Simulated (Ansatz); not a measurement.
# BiTe: a phonon run with k mesh 5×5×5

All numbers below come from DFT PBEsol, scalar-relativistic, plane waves, PAW in Ansatz.

Launched with:
```bash
ansatz run input.yaml --threads 1 --pin off --max-ram 3072MiB --backend cpu --events-out ev --progress --plain --runs-dir out
```

Input (bare energies are in eV):
```yaml
crystal:
  lattice:
    - [0.0, 3.2005777672, 3.2005777672]
    - [3.2005777672, 0.0, 3.2005777672]
    - [3.2005777672, 3.2005777672, 0.0]
  atoms:
    - { symbol: Bi, position: [0.0, 0.0, 0.0] }
    - { symbol: Te, position: [0.5, 0.5, 0.5] }
basis:
  ecutwfc: 420
kpoints:
  mp_grid: { grid: [5, 5, 5] }
hamiltonian:
  xc: pbesol
scf:
  occupations: { method: fermi_dirac, width: 0.15 }
output:
  eigenvalues: true
phonons:
  method: dfpt
```

From the output:
```
--- Phonons (Γ-DFPT): 2 representative perturbations + reference, on 18 of 125 k-points (Σ response iterations 6) ---
  k mesh reduced under 8 symmetry operations, with k and −k counted as one. Each operation leaves every solved perturbation unchanged. A smaller set is not used because it would not reduce the number of displacements ...
  ASR residual: 2.298e-4 → 0.000e0 eV/Å²; symmetrization residual: 4.135e-5 eV/Å²
  ASR residual per site (eV/Å²): 9.94e-5 2.30e-4
  Γ frequencies (cm⁻¹): 0.00 0.00 0.00 111.02 111.02 111.02
  non-analytic LO–TO correction: not included (Born effective charges unavailable; polar crystals: no LO–TO splitting at Γ)
```

Time: 8.9 s on 1 thread of Intel(R) Xeon(R) Processor @ 2.70GHz (shared host), peak memory 0.47 GiB.

Beside the reference run (Plane waves to 420 eV; Γ-centred k mesh 12×12×12; Fermi-Dirac smearing of 0.15 eV. No spin polarisation. Phonons by linear response, acoustic sum rule imposed.), the optical modes at Γ (cm⁻¹, by rank, those that always equal the one before left out, no LO field; i marks imaginary):
| setting | mode 1 |
| --- | --- |
| reference run | 97 |
| k mesh 5×5×5 | 111 |

In a metal, frequencies and elastic constants depend on the k mesh and the smearing, soft modes and shear constants most. Spin–orbit coupling is left out, which can shift energies with elements as heavy as these.